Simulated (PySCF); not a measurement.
## How well do the runs reproduce experiment for spiropentane?

**The experiment to reproduce.**

NIST CCCBDB Release 22 (SRD 101), experimental polarizabilities lists, for the gas: mean polarisability 8.049 Å³.

The runs below try to reproduce these values; the comparison stands at the end.

Compound: spiropentane, C5H8.
Numbering: `[CH2:1]1[CH2:2][C:3]12[CH2:4][CH2:5]2` (hydrogens: H6, H7 on C1; H8, H9 on C2; H10, H11 on C4; H12, H13 on C5)

Geometry (GFN2-xTB, Å), atoms numbered from 1 in this order:
```xyz
13
C5H8 angstrom
C      0.9671   -0.8091    0.7690
C      1.4427    0.2024   -0.2524
C     -0.0001    0.0008   -0.0017
C     -1.1867    0.8378    0.2750
C     -1.2242   -0.2305   -0.7973
H      1.0690   -1.8587    0.5324
H      1.1148   -0.5841    1.8157
H      1.8653   -0.1663   -1.1762
H      1.9099    1.1081    0.1075
H     -1.7422    0.6648    1.1858
H     -1.1762    1.8726   -0.0368
H     -1.8045   -1.1226   -0.6083
H     -1.2393    0.0854   -1.8306
```

Runs made with PySCF (gas phase, on this GFN2-xTB geometry; no spin–orbit coupling):

```json
{"level": "B3LYP/def2-SVPD", "job": "8 singlets by full TDDFT, 3 Tamm–Dancoff triplets, polarisability", "basis functions": "164"}
{"level": "PBE0/6-311+G(2d,p)", "job": "3 singlets by TDA, polarisability", "basis functions": "183"}
```

All basis functions are spherical.

Results beside the measurements:

**Mean polarisability.** Measured: 8.049 Å³ (NIST CCCBDB Release 22 (SRD 101), experimental polarizabilities).

```tsv
level	computed (Å³)	computed − measured (Å³)	% (from the printed values)
B3LYP/def2-SVPD	8.434	+0.385	+5
PBE0/6-311+G(2d,p)	8.331	+0.282	+4
```

Closest is PBE0/6-311+G(2d,p) (+0.282 Å³), furthest B3LYP/def2-SVPD (+0.385 Å³); one molecule doesn't rank methods. The computed values are static and purely electronic, with core orbitals frozen in the response (1 au = 0.148185 Å³). The table of measured values doesn't say here whether a value is static or optical, or holds a vibrational part.

No measured geometry was used, and the causes of the misses weren't examined.
